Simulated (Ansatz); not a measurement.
Take a crystal in which Li has been replaced by Na on all its sites, with the cell rescaled by a rough guess (in some cases also distorted within its space group) and nothing relaxed:

```
CELL_PARAMETERS angstrom
0.00000 2.22206 2.22206
2.22206 0.00000 2.22206
2.22206 2.22206 0.00000
ATOMIC_POSITIONS crystal
Na 0.00000 0.00000 0.00000
F 0.50000 0.50000 0.50000
```

Level of theory: DFT PBE, scalar-relativistic, plane waves, PAW in Ansatz.

Settings: cutoff 420 eV, Γ-centred mesh 10×10×10 on the computed 2-atom cell, Gaussian smearing of 0.02 eV; no spin polarisation.

(1) Will this cell want to expand or contract, and how hard?

(2) Is it a metal on this mesh?

(3) What is its energy against the elements in their standard states?

Answers

(1) The pressure is 11.1 GPa (positive in compression), so the cell would expand.

(2) No: the gap is 7.05 eV, the least direct gap 7.05 eV.

(3) -2.651 eV/atom at this unrelaxed geometry, with the elements in the same functional.